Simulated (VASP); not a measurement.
The system is TePb.

```
CELL_PARAMETERS angstrom
0.00000 3.23100 3.23100
3.23100 0.00000 3.23100
3.23100 3.23100 0.00000
ATOMIC_POSITIONS crystal
Pb 0.00000 0.00000 0.00000
Te 0.50000 0.50000 0.50000
```

| Quantity | Value |
| --- | --- |
| Program | VASP 6.6.1 |
| Task | relaxation of cell and atoms |
| Functional | PBEsol |
| Dispersion | D3 |
| Potentials or basis | VASP PAW PBE potentials, release 64 (Pb_d, Te) |
| Cutoff | 600 eV |
| k mesh | 7 × 7 × 7 |
| Occupations | fermi-dirac, width 0.05 eV |
| Spin | no spin polarisation |

At the start: pressure -1.3 GPa; volume 33.73 Å³/atom.

How do energy, volume and symmetry change on relaxing?

Over 3 steps the energy falls by 4.0 meV/atom and the volume is 32.77 Å³/atom (-2.8 %); space group Fm-3m (No. 225, to 0.05 Å).

The path:
```
step  energy change (eV)  largest force (eV/Å)  pressure (GPa)  volume (Å³)
   1              0.0000                0.0000           -1.29        67.46
   2             -0.0068                0.0000            0.53        64.85
   3             -0.0079                0.0000            0.00        65.54
```

Final structure:
```
Pb Te
1.0
     0.00000    3.20005    3.20005
     3.20005    0.00000    3.20005
     3.20005    3.20005    0.00000
Pb Te
1 1
Cartesian
  0.0000 0.0000 0.0000
  3.2001 3.2001 3.2001
```

Caveat: the PAW data sets were made with another functional, which shifts forces and pressure a little.
